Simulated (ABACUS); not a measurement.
Crystal: KI.

```
I K
1.0
     0.00000    3.53277    3.53277
     3.53277    0.00000    3.53277
     3.53277    3.53277    0.00000
I K
1 1
Cartesian
  3.5328 3.5328 3.5328
  0.0000 0.0000 0.0000
```

Base run:

* Program: ABACUS 3.10.1
* Functional: PBEsol
* Potentials or basis: PseudoDojo NC SR 0.5 PBE stringent
* Cutoff: 1537 eV
* Density cutoff: 6150 eV
* Basis: plane waves
* k mesh: 6 × 6 × 6
* Occupations: fermi-dirac, width 0.05 eV
* Spin: no spin polarisation

Its results: band gap on the k mesh 3.82 eV, direct; pressure -0.3 GPa.

Question: The run is repeated on the same cell with these changes: functional from PBEsol to rPW86PBE; potentials or basis from PseudoDojo NC SR 0.5 PBE stringent to SPMS ONCV 1.0 PBE; cutoff from 1537 eV to 1007 eV; density cutoff from 6150 eV to 4027 eV; valence electrons from 34 to 16. What comes out?

Answer: Band gap on the k mesh 3.82 eV, direct; pressure 0.6 GPa.

Caveats: the potentials were made for another functional, which shifts forces and pressure; spin-orbit coupling is left out, which moves the levels of the heavy elements.

A k mesh can miss the band edges.

Not every run made on this cell is shown here.
